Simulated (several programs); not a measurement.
# What each method gives for Ga₂O₃ (C2/m)

Measured values to be reproduced:
- band gap: 4.85 eV (band gap, quoted experimental value; “Contactless doping characterization of Ga₂O₃ using acceptor Cd probes”; Literature value quoted in passing in the DFT section; measurement method, temperature and polarization not given; 2022; pmc:9418202)
- volume: 10.44 Å³ an atom (273.2 K; Crystallography Open Database)

Ga₂O₃ (from a published structure), relaxed with r2SCAN in Ansatz, was computed with several methods. The symmetry is C2/m (No. 12, monoclinic); a = 12.255 Å, b = 3.039 Å, c = 5.808 Å, β = 103.8° in the conventional setting, 10.50 Å³ an atom. Ga has 4 O at 1.83–1.87 Å; Ga has 6 O at 1.94–2.08 Å; O has 3 Ga at 1.83–1.94 Å; O has 4 Ga at 1.87–2.08 Å; O has 3 Ga at 1.84–1.94 Å. Computed at 0 K without zero-point motion; spin polarisation is off.

```xyz
10
Lattice="6.1273 -1.5196 0.0024 6.1273 1.5196 0.0024 -1.3884 0.0000 5.6400" Properties=species:S:1:pos:R:3 pbc="T T T"
Ga    0.0057    0.0000    4.4829
Ga   10.8606    0.0000    1.1619
Ga    7.6361    0.0000    1.7766
Ga    3.2302    0.0000    3.8682
O     1.8608    0.0000    0.6163
O     9.0055    0.0000    5.0285
O     1.3419    0.0000    3.1792
O     9.5244    0.0000    2.4657
O     5.7262    0.0000    1.4477
O     5.1401    0.0000    4.1972
```

Gaps and times are for a single point on this cell; volume and bulk modulus come from each method's own relaxation or energy curve at fixed shape, which is too stiff where a cell has free coordinates or axes. Times are rough, from shared hosts (Arm Neoverse V1; NVIDIA H100 80GB HBM3), and each method has its own mesh and cell size. A double dagger marks a value from a curve with shape and coordinates held. PM6 (MOPAC), PM7 (MOPAC), GFN1-xTB (tblite), GFN2-xTB (tblite) treat a cluster of cells at its zone centre, which samples few k points: where these miss a band edge, the gap comes out too large for that reason alone. Gaps from k meshes are read at a limited set of points (mesh, symmetry points, PBE's band edges), so each method's own least gap may be somewhat smaller. xTB and the PM methods were fitted mostly to molecules, and can miss a solid's gap by electronvolts. Minimal bases can be far off for gaps. Times of the plane-wave ladder aren't listed, since it ran on unlike processors and cards. GLLB-SC's gap includes the derivative discontinuity. d marks a direct gap, i an indirect one (no mark: not told apart), a dash a value that wasn't computed or didn't pass its checks.

| method | kind | gap (eV) | own volume (Å³/atom) | bulk modulus (GPa) | atoms computed | processor time |
| --- | --- | --- | --- | --- | --- | --- |
| PBEsol | semilocal | – | 10.56 | – | 10 | – |
| light PBE (260 eV and a coarse mesh) | light plane-wave | 2.20 i | – | – | 10 | 4.3 s |
| PM6 (MOPAC) | semi-empirical | 4.48 | – | – | cluster | 7.7 s |
| GFN1-xTB (tblite) | tight binding | 1.85 | 11.15‡ | 134‡ | cluster | 12 s |
| GFN2-xTB (tblite) | tight binding | 1.03 | 10.37‡ | 127‡ | cluster | 17 s |
| PM7 (MOPAC) | semi-empirical | 2.98 | 10.20‡ | 330‡ | cluster | 22 s |
| PBE | semilocal | 2.37 i | 10.96 | 181‡ | 10 | – |
| LDA | semilocal | 2.26 i | 10.22 | – | 10 | – |
| PBE+SOC | semilocal | 2.37 i | – | – | 10 | – |
| PBE/SZV (CP2K) | small basis | 1.90 i | – | – | 10 | 55 s |
| r2SCAN | semilocal | 3.02 i | 10.50 | 212‡ | 10 | – |
| PBE/DZVP (CP2K) | small basis | 2.31 i | – | – | 10 | 2.6 min |
| GLLB-SC (GPAW) | model potential | 4.42 | – | – | 10 | 3.3 min |
| PBE0 | hybrid | 4.90 i | – | – | 10 | – |
| HSE06 | hybrid | 4.18 i | – | – | 10 | – |
| Hartree-Fock | exact exchange | 13.37 d | – | – | 10 | – |
| DDH-PBE0 | hybrid | 4.84 i | – | – | 10 | – |

Against HSE06 (4.18 eV) and with closed or daggered gaps left aside, the nearest gap at the points sampled is that of GLLB-SC (GPAW) (+0.24 eV) and the farthest that of Hartree-Fock (+9.19 eV). HSE06 is only a yardstick of convenience: for gaps this wide it usually falls short of measured ones, so a larger value can be the better one.

Volumes against r2SCAN's: PBEsol +0.5 %, PBE +4.4 %, LDA -2.7 %.

Comparison with experiment:
- Band gap, measured 4.85 eV: light PBE (260 eV and a coarse mesh) -2.65 eV, PM6 (MOPAC) -0.37 eV, GFN1-xTB (tblite) -3.00 eV, GFN2-xTB (tblite) -3.82 eV, PM7 (MOPAC) -1.87 eV, PBE -2.48 eV, LDA -2.59 eV, PBE+SOC -2.48 eV, PBE/SZV (CP2K) -2.95 eV, r2SCAN -1.83 eV, PBE/DZVP (CP2K) -2.54 eV, GLLB-SC (GPAW) -0.43 eV, PBE0 +0.05 eV, HSE06 -0.67 eV, Hartree-Fock +8.52 eV, DDH-PBE0 -0.01 eV.
- Volume, measured 10.44 Å³ an atom: PBEsol +1.1 %, PBE +5.0 %, LDA -2.1 %, r2SCAN +0.6 %.
The calculations are for a static lattice; samples hold vibrations, temperature and, in optical gaps, excitons. A measured value is shown where most reports agree with it, and only for the quantities listed.

Only the rows marked +SOC include spin-orbit coupling.
